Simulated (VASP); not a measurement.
Set up this calculation in VASP 6.6.1, as the native input.

```yaml
Task: relaxation of cell and atoms
Functional: PBEsol
Potentials_or_basis: VASP PAW PBE potentials, release 64 (K_sv, Cl)
Cutoff: 600 eV
k_mesh: 8 × 8 × 8
Occupations: gaussian, width 0.03 eV
Spin: no spin polarisation
Further_INCAR_settings: ALGO = Normal; EDIFF = 1e-07; IBRION = 2; EDIFFG = -0.005; NSW = 90; ISIF = 3
```

The structure of KCl (Sylvite) lies in POSCAR:

```
KCl                                     
1.0
    0.0000000000      3.1269960151      3.1269960151
    3.1269960151     -0.0000000000      3.1269960151
    3.1269960151      3.1269960151      0.0000000000
  K               Cl            
     1     1
Direct
     0.0000000000000000    0.0000000000000000    0.0000000000000000
     0.5000000000000000    0.5000000000000000    0.5000000000000000
```

One way to write it, as run:

INCAR

```
ALGO = Normal
EDIFF = 1E-7
EDIFFG = -0.005
ENCUT = 600
GGA = PS
IBRION = 2
ISIF = 3
ISMEAR = 0
KPAR = 4
LASPH = True
LCHARG = False
LREAL = False
LWAVE = False
NELM = 80
NSW = 90
PREC = Accurate
SIGMA = 0.03
```

KPOINTS

```
k-points
0
Gamma
  8 8 8
```

Potentials or basis: VASP PAW PBE potentials, release 64 (K_sv, Cl).

Command:

```console
$ cat potpaw_PBE.64/K_sv/POTCAR potpaw_PBE.64/Cl/POTCAR > POTCAR
$ mpirun -np 4 vasp_std > vasp.out
```

Results of the run:

```yaml
Pressure_after_relaxing: 0.0 GPa
Band_gap_on_the_k_mesh: 5.08 eV, direct
```

Caveat: the relaxation stopped at its first step, so nothing moved; the PAW data sets were made with another functional, which shifts forces and pressure a little.

Wall time 7.2 s on 4 MPI ranks on AMD EPYC 9R45 96-Core Processor (Zen 5), on a shared host, peak memory 0.19 GiB a rank.
